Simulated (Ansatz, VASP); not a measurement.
Al in VASP and in Ansatz

```
Al
1.0
     2.85715    0.00000    0.00000
    -1.42858    2.47437    0.00000
     0.00000    0.00000   18.66571
Al
3
Direct
  0.66667 0.33333 0.37502
  0.33333 0.66667 0.49829
  0.00000 0.00000 0.62155
```

Alike in both runs: functional PBE; k mesh 12 × 12 × 1; occupations gaussian, width 0.1 eV; no spin polarisation.

Ansatz relaxed the structure, and its values are those at the end. VASP's run is a single point on that final structure, the one shown.

```csv
,VASP,Ansatz
version,VASP 6.6.1,Ansatz 0.2.0
potentials or method,"VASP PAW PBE potentials, release 64 (Al)","scalar-relativistic, plane waves, PAW"
plane-wave cutoff (eV),520,420
valence electrons in the cell,9,9
```

|  | VASP | Ansatz | Ansatz less VASP |
| --- | --- | --- | --- |
| gap on the k mesh at the Fermi level (eV) | none | none | - |
| work function, face that differs most (eV) | 3.83 | 3.91 | +0.086 |

A gap of «none» marks a metal or a gap that the smearing closes.
